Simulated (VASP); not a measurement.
# InP (F-43m) in VASP: a series of runs, part 2 of 2

VASP 6.6.1.

### Step 3. Single point, PBEsol

File INCAR:

```
SYSTEM = InP
PREC = Accurate
ENCUT = 500
EDIFF = 1E-6
ISMEAR = 0
SIGMA = 0.001
LREAL = .False.
LASPH = .True.
NELM = 120
ALGO = Normal
ISIF = 2
LWAVE = .False.
LCHARG = .False.
GGA = PS
NBANDS = 16
GGA_COMPAT = .False.
```

File KPOINTS:

```
Automatic mesh
0
Gamma
  6 6 6
  0 0 0
```

File POSCAR:

```
InP
1.0
    0.0000000000      2.9538133435      2.9538133435
    2.9538133435      0.0000000000      2.9538133435
    2.9538133435      2.9538133435      0.0000000000
In P
1 1
Direct
    0.0000000000      0.0000000000      0.0000000000
    0.2500000000      0.2500000000      0.2500000000
```

Potentials or basis: VASP PAW PBE potentials, release 64 (In_d, P).

The run is started by

```console
> cat potpaw_PBE.64/In_d/POTCAR potpaw_PBE.64/P/POTCAR > POTCAR
> mpirun -np 1 vasp_std > vasp.out
```

OUTCAR:

```text
SYSTEM = InP
   PREC = Accurate
   ENCUT = 500
   EDIFF = 1E-6
   ISMEAR = 0
   LREAL = .False.
   LASPH = .True.
   NELM = 120
   ISIF = 2
   GGA = PS

 ion  position               nearest neighbor table
   1  0.000  0.000  0.000-   2 2.56   2 2.56   2 2.56   2 2.56
   2  0.250  0.250  0.250-   1 2.56   1 2.56   1 2.56   1 2.56

  LATTYP: Found a face centered cubic cell.
 ALAT       =     5.9076266870

  Lattice vectors:

 A1 = (   0.0000000000,   2.9538133435,   2.9538133435)
 A2 = (   2.9538133435,   0.0000000000,   2.9538133435)
 A3 = (   2.9538133435,   2.9538133435,   0.0000000000)

Analysis of symmetry for initial positions (statically):
=====================================================================
 Subroutine PRICEL returns:
 Original cell was already a primitive cell.

 Routine SETGRP: Setting up the symmetry group for a
 face centered cubic supercell.

 Subroutine GETGRP returns: Found 24 space group operations
 (whereof 24 operations were pure point group operations)
 out of a pool of 48 trial point group operations.

The static configuration has the point symmetry T_d .

Analysis of symmetry for dynamics (positions and initial velocities):
=====================================================================
 Subroutine PRICEL returns:
 Original cell was already a primitive cell.

 Routine SETGRP: Setting up the symmetry group for a
 face centered cubic supercell.

 Subroutine GETGRP returns: Found 24 space group operations
 (whereof 24 operations were pure point group operations)
 out of a pool of 48 trial point group operations.

The dynamic configuration has the point symmetry T_d .

 Subroutine INISYM returns: Found 24 space group operations
 (whereof 24 operations are pure point group operations),
 and found     1 'primitive' translations

----------------------------------------------------------------------------------------

                                     Primitive cell

  volume of cell :      51.5441

  direct lattice vectors                    reciprocal lattice vectors
     0.000000000  2.953813343  2.953813343    -0.169272714  0.169272714  0.169272714
     2.953813343  0.000000000  2.953813343     0.169272714 -0.169272714  0.169272714
     2.953813343  2.953813343  0.000000000     0.169272714  0.169272714 -0.169272714

  length of vectors
     4.177322891  4.177322891  4.177322891     0.293188940  0.293188940  0.293188940

  position of ions in fractional coordinates (direct lattice)
     0.000000000  0.000000000  0.000000000
     0.250000000  0.250000000  0.250000000

  ion indices of the primitive-cell ions
   primitive index   ion index
                 1           1
                 2           2

----------------------------------------------------------------------------------------

 KPOINTS: Automatic mesh

Automatic generation of k-mesh.
 Grid dimensions read from file:
 generate k-points for:    6    6    6

 Generating k-lattice:

  Cartesian coordinates                     Fractional coordinates (reciprocal lattice)
    -0.028212119  0.028212119  0.028212119     0.166666667  0.000000000  0.000000000
     0.028212119 -0.028212119  0.028212119     0.000000000  0.166666667  0.000000000
     0.028212119  0.028212119 -0.028212119     0.000000000  0.000000000  0.166666667

  Length of vectors
     0.048864823  0.048864823  0.048864823

  Shift w.r.t. Gamma in fractional coordinates (k-lattice)
     0.000000000  0.000000000  0.000000000

 Subroutine IBZKPT returns following result:
 ===========================================

 Found     16 irreducible k-points:

 Following reciprocal coordinates:
            Coordinates               Weight
  0.000000  0.000000  0.000000      1.000000
  0.166667  0.000000  0.000000      8.000000
  0.333333  0.000000  0.000000      8.000000
  0.500000  0.000000  0.000000      4.000000
  0.166667  0.166667  0.000000      6.000000
  0.333333  0.166667  0.000000     24.000000
[... 8 lines left out ...]
 -0.333333  0.333333  0.166667     24.000000
 -0.333333  0.500000  0.166667     12.000000
   k-points           NKPTS =     16   k-points in BZ     NKDIM =     16   number of bands    NBANDS=     16
   number of dos      NEDOS =    301   number of ions     NIONS =      2
   total plane-waves  NPLWV =  27000
   dimension x,y,z NGX =    30 NGY =   30 NGZ =   30
   dimension x,y,z NGXF=    60 NGYF=   60 NGZF=   60
   ions per type =               1   1
   NGX,Y,Z   is equivalent  to a cutoff of  11.94, 11.94, 11.94 a.u.
   NGXF,Y,Z  is equivalent  to a cutoff of  23.88, 23.88, 23.88 a.u.
 SYSTEM =  InP
   PREC   = accura    normal or accurate (medium, high low for compatibility)
   ISTART =      0    job   : 0-new  1-cont  2-samecut
   ICHARG =      2    charge: 1-file 2-atom 10-const
   ISPIN  =      1    spin polarized calculation?
   LNONCOLLINEAR =      F non collinear calculations
   LSORBIT =      F    spin-orbit coupling
   LASPH  =      T    aspherical Exc in radial PAW
   ENCUT  =  500.0 eV  36.75 Ry    6.06 a.u.   7.62  7.62  7.62*2*pi/ulx,y,z
   NELM   =    120;   NELMIN=  2; NELMDL= -5     # of ELM steps
   EDIFF  = 0.1E-05   stopping-criterion for ELM
   LREAL  =      F    real-space projection
   EDIFFG = 0.1E-04   stopping-criterion for IOM
   NSW    =      0    number of steps for IOM
   IBRION =     -1    ionic relax: 0-MD 1-quasi-New 2-CG
   NFREE  =      0    steps in history (QN), initial steepest desc. (CG)
   ISIF   =      2    stress and relaxation
   ISYM   =      2    0-nonsym 1-usesym 2-fastsym
   POTIM  = 0.5000    time-step for ionic-motion
   TEBEG  =    0.0;   TEEND  =   0.0 temperature during run
   PSTRESS=    0.0 pullay stress
   NELECT =      18.0000    total number of electrons
   NUPDOWN=      -1.0000    fix difference up-down
   EMIN   =  10.00;   EMAX   =-10.00  energy-range for DOS
   EFERMI =   0.00;   METHOD = LEGACY
   ISMEAR =     0;   SIGMA  =   0.00  broadening in eV -4-tet -1-fermi 0-gaus
   EFERMI_NEDOS =   21; number of points for ismear=-14 and -15
   IALGO  =     38    algorithm
   IMIX   =      4    mixing-type and parameters
     AMIX     =   0.40;   BMIX     =  1.00
     AMIX_MAG =   1.60;   BMIX_MAG =  1.00
  volume/ion in A,a.u.               =      25.77       173.92
  Fermi-wavevector in a.u.,A,eV,Ry     =   1.152850  2.178570 18.082986  1.329062
  Thomas-Fermi vector in A             =   2.289498
   LORBIT       =      0    0 simple, 1 ext, 2 COOP (PROOUT), +10 PAW based schemes
   GGA     = PS    functional components
   LHFCALC =     F    Hartree Fock is set to
   AEXX    =    0.0000 exact exchange contribution
   IVDW    =     0    specifies the selected vdW correction
   LEPSILON=     F    determine dielectric tensor
   LRPA    =     F    only Hartree local field effects (RPA)
 non-spin polarized calculation
 Gauss-broadening in eV      SIGMA  =   0.00
  energy-cutoff  :      500.00
  volume of cell :       51.54
 maximum number of plane-waves:      1363
   NGX = 15   NGY = 15   NGZ = 15

 number of electron      17.9999996 magnetization

 Free energy of the ion-electron system (eV)
  ---------------------------------------------------
  ext. energy  EPLUGINS =         0.00000000
  ---------------------------------------------------
  free energy    TOTEN  =        -9.14077466 eV

  energy without entropy =       -9.14077466  energy(sigma->0) =       -9.14077466

 E-fermi :   4.8630     XC(G=0):  -9.3723

 val. band max:        4.8416067171   @ k =   0.0000   0.0000   0.0000
 cond. band min:       5.3260792835   @ k =   0.0000   0.0000   0.0000
 fundamental gap:      0.4844725665
 Fermi energy:         4.8630025072

 k-point     1 :       0.0000    0.0000    0.0000
  band No.  band energies     occupation
      1      -9.2689      2.00000
      2      -9.2689      2.00000
      3      -9.2689      2.00000
      4      -9.1263      2.00000
      5      -9.1263      2.00000
      6      -6.5459      2.00000
[... 8 lines left out ...]
     15      14.2286      0.00000
     16      14.2286      0.00000
[... 267 lines left out ...]
 k-point    16 :      -0.3333    0.5000    0.1667
  band No.  band energies     occupation
      1      -9.4193      2.00000
      2      -9.2015      2.00000
      3      -9.1784      2.00000
      4      -9.1529      2.00000
      5      -9.1058      2.00000
      6      -4.1796      2.00000
[... 8 lines left out ...]
     15      15.9887      0.00000
     16      16.6583      0.00000

------------------------ aborting loop because EDIFF is reached ----------------------------------------

  FORCE on cell =-STRESS in cart. coord.  units (eV):
  Direction    XX          YY          ZZ          XY          YZ          ZX
  --------------------------------------------------------------------------------------
  -------------------------------------------------------------------------------------
  Total       -0.3166524     -0.3166524     -0.3166524     -0.0000000      0.0000000     -0.0000000
  in kB       -9.8426992     -9.8426992     -9.8426992     -0.0000000      0.0000000     -0.0000000
  external PRESSURE =      -9.8426992 kB  Pullay stress =       0.0000000 kB

 VOLUME and BASIS-vectors are now :
 -----------------------------------------------------------------------------
  energy-cutoff  :      500.00
  volume of cell :       51.54
      direct lattice vectors                 reciprocal lattice vectors
     0.000000000  2.953813343  2.953813343    -0.169272714  0.169272714  0.169272714
     2.953813343  0.000000000  2.953813343     0.169272714 -0.169272714  0.169272714
     2.953813343  2.953813343  0.000000000     0.169272714  0.169272714 -0.169272714

 POSITION                                       TOTAL-FORCE (eV/Angst)
 -----------------------------------------------------------------------------------
      0.00000      0.00000      0.00000        -0.000000     -0.000000     -0.000000
      1.47691      1.47691      1.47691         0.000000      0.000000      0.000000
 -----------------------------------------------------------------------------------
    total drift:                                0.000000      0.000000     -0.000000

  FREE ENERGIE OF THE ION-ELECTRON SYSTEM (eV)
  ---------------------------------------------------
  free  energy   TOTEN  =        -9.1407746577 eV

  energy  without entropy=       -9.1407746577  energy(sigma->0) =       -9.14077466
```

OSZICAR:

```text
N       E                     dE             d eps       ncg     rms          rms(c)
DAV:   1     0.108745721278E+03    0.10875E+03   -0.80171E+03   512   0.121E+03
DAV:   2    -0.221664977982E+01   -0.11096E+03   -0.10664E+03   584   0.301E+02
DAV:   3    -0.935361420613E+01   -0.71370E+01   -0.71059E+01   688   0.733E+01
DAV:   4    -0.952980915344E+01   -0.17619E+00   -0.17615E+00   608   0.126E+01
DAV:   5    -0.954068275735E+01   -0.10874E-01   -0.10873E-01   784   0.274E+00    0.526E+00
DAV:   6    -0.917613863692E+01    0.36454E+00   -0.56925E-01   832   0.131E+01    0.308E+00
DAV:   7    -0.914301954646E+01    0.33119E-01   -0.13061E-01   712   0.320E+00    0.109E+00
DAV:   8    -0.914044470330E+01    0.25748E-02   -0.13796E-02   680   0.134E+00    0.290E-01
DAV:   9    -0.914068779231E+01   -0.24309E-03   -0.11372E-03   632   0.367E-01    0.139E-01
DAV:  10    -0.914074700438E+01   -0.59212E-04   -0.15762E-04   816   0.143E-01    0.904E-02
DAV:  11    -0.914077528669E+01   -0.28282E-04   -0.37051E-05   560   0.663E-02    0.231E-02
DAV:  12    -0.914077465769E+01    0.62900E-06   -0.47617E-06   648   0.269E-02
   1 F= -.91407747E+01 E0= -.91407747E+01  d E =0.000000E+00
```

stdout:

```text
POSCAR found type information on POSCAR InP
 POSCAR found :  2 types and       2 ions
 scaLAPACK will be used
 -----------------------------------------------------------------------------
|                                                                             |
|                                                                             |
|     You enforced a specific xc type in the INCAR file but a different       |
|     I HOPE YOU KNOW WHAT YOU ARE DOING!                                     |
|                                                                             |
 -----------------------------------------------------------------------------

 LDA part: xc-table for (Slater+PW92), standard interpolation
 POSCAR, INCAR and KPOINTS ok, starting setup
 FFT: planning ... GRIDC
 FFT: planning ... GRID_SOFT
 FFT: planning ... GRID
 WAVECAR not read
 entering main loop
```

Run time: 8.3 s. Hardware: 1 thread of AMD EPYC 7R13 (Zen 3), shared host; peak memory 0.14 GiB.

Results:

- Free energy: -9.1408 eV
- Pressure: -1.0 GPa
- Band gap on the k mesh: 0.48 eV, direct

Levels at points of the mesh, in eV from the valence-band top:
| k point | band 6 | band 7 | band 8 | band 9 | band 10 | band 11 | band 12 | band 13 |
| --- | --- | --- | --- | --- | --- | --- | --- | --- |
| (0.00, 0.00, 0.00) | -11.39 | 0.00 | 0.00 | 0.00 | 0.48 | 4.01 | 4.01 | 4.01 |
| (0.50, 0.00, 0.00) | -9.71 | -5.68 | -0.95 | -0.95 | 1.34 | 4.73 | 4.73 | 6.90 |
| (0.50, 0.50, 0.00) | -9.08 | -5.72 | -2.28 | -2.28 | 1.67 | 2.16 | 8.95 | 9.37 |

Caveat: the PAW data sets were made with another functional, which shifts forces and pressure a little; spin-orbit coupling is left out, which moves the levels of the heavy elements.

### Step 4. Single point, PBEsol

File INCAR:

```
  PREC = Accurate
  ENCUT = 500
  EDIFF = 1E-6
  ISMEAR = 0
  SIGMA = 0.01
  LREAL = False
  LASPH = True
  NELM = 120
  ALGO = Normal
  ISIF = 2
  LWAVE = False
  LCHARG = False
  GGA = PS
  NBANDS = 16
  GGA_COMPAT = False
```

File KPOINTS:

```
Automatic mesh
0
Gamma
  6 6 6
```

POSCAR is that of step 3.

The run is started by

```console
> cat potpaw_PBE.64/In_d/POTCAR potpaw_PBE.64/P/POTCAR > POTCAR
> mpirun -np 1 vasp_std > vasp.out
```

Run time: 8.3 s. Hardware: 1 thread of AMD EPYC 7R13 (Zen 3), shared host; peak memory 0.14 GiB.

The run converged. Its results:

```
Free energy            : -9.1408 eV
Pressure               : -1.0 GPa
Band gap on the k mesh : 0.48 eV, direct
```

Levels at points of the mesh, in eV from the valence-band top:
```
           k point  band 6  band 7  band 8  band 9  band 10  band 11  band 12  band 13
(0.00, 0.00, 0.00)  -11.39    0.00    0.00    0.00     0.48     4.01     4.01     4.01
(0.50, 0.00, 0.00)   -9.71   -5.68   -0.95   -0.95     1.34     4.73     4.73     6.90
(0.50, 0.50, 0.00)   -9.08   -5.72   -2.28   -2.28     1.67     2.16     8.95     9.37
```

Caveat: the PAW data sets were made with another functional, which shifts forces and pressure a little; spin-orbit coupling is left out, which moves the levels of the heavy elements.

### Step 5. Single point, PBEsol

File INCAR:

```
PREC = Accurate ; ENCUT = 500
EDIFF = 1E-6 ; ISMEAR = 1
SIGMA = 0.001 ; LREAL = F
LASPH = T ; NELM = 120
ALGO = Normal ; ISIF = 2
LWAVE = F ; LCHARG = T
GGA = PS ; LELF = T
LVHAR = T ; NBANDS = 16
GGA_COMPAT = F
```

File KPOINTS:

```
regular mesh
0
Gamma
  6 6 6
```

POSCAR is that of step 4.

The run is started by

```console
> cat potpaw_PBE.64/In_d/POTCAR potpaw_PBE.64/P/POTCAR > POTCAR
> mpirun -np 1 vasp_std > vasp.out
```

It took 8.9 s on 1 thread of AMD EPYC 7R13 (Zen 3), shared host; peak memory 0.14 GiB.

The run converged. Its results:

```
Free energy            : -9.1408 eV
Pressure               : -1.0 GPa
Band gap on the k mesh : 0.48 eV, direct
```

Levels at points of the mesh, in eV from the valence-band top:
```csv
k point,band 7,band 8,band 9,band 10,band 11,band 12
"(0.00, 0.00, 0.00)",0.00,0.00,0.00,0.48,4.01,4.01
"(0.50, 0.00, 0.00)",-5.68,-0.95,-0.95,1.34,4.73,4.73
"(0.50, 0.50, 0.00)",-5.72,-2.28,-2.28,1.67,2.16,8.95
```

Caveat: the PAW data sets were made with another functional, which shifts forces and pressure a little; spin-orbit coupling is left out, which moves the levels of the heavy elements.

### Step 6. The runs side by side

| k mesh | smearing | gap on the mesh (eV) | pressure (GPa) |
| --- | --- | --- | --- |
| 5 × 5 × 5 | gaussian 0.01 eV | 0.48 | -1.0 |
| 6 × 6 × 6 | gaussian 0.001 eV | 0.48 | -1.0 |
| 6 × 6 × 6 | gaussian 0.01 eV | 0.48 | -1.0 |
| 6 × 6 × 6 | methfessel-paxton 0.001 eV | 0.48 | -1.0 |

Alike in all rows: task single point; level PBEsol; potentials or basis VASP PAW PBE potentials, release 64 (In_d, P); no spin polarisation; cell as given; cutoff (eV) 500.

On the cell as given the gap runs from 0.48 eV (PBEsol) to 0.48 eV (PBEsol); the meshes differ, which moves gaps too.

Caveats: the PAW data sets were made with another functional, which shifts forces and pressure a little; spin-orbit coupling is left out, which moves the levels of the heavy elements.

Total energies depend on the potentials used, so only differences within one code and one set of settings carry meaning.

### Step 7. Against experiment

Step 2. Measured gap of InP: 1.4236 eV (direct; 1.6 K; a printed reference work, data compilation). This calculation gives 0.48 eV (-0.94 eV). Spin-orbit coupling on In is left out. The value is that of PBEsol, without temperature or zero-point motion. Semilocal functionals fall short of measured gaps as a rule.

Step 3. Against the measured gap of InP, 1.4236 eV (direct; 1.6 K; a printed reference work, data compilation), the calculated 0.48 eV is off by -0.94 eV. Spin-orbit coupling on In is left out. The value is that of PBEsol, without temperature or zero-point motion. Semilocal functionals fall short of measured gaps as a rule.

Step 4. A measured gap of InP is 1.4236 eV (direct; 1.6 K; a printed reference work, data compilation); the calculated 0.48 eV misses it by -0.94 eV. Spin-orbit coupling on In is left out. The value is that of PBEsol, without temperature or zero-point motion. Semilocal functionals fall short of measured gaps as a rule.

Step 5. A measured gap of InP is 1.4236 eV (direct; 1.6 K; a printed reference work, data compilation); the calculated 0.48 eV misses it by -0.94 eV. Spin-orbit coupling on In is left out. The value is that of PBEsol, without temperature or zero-point motion. Semilocal functionals fall short of measured gaps as a rule.
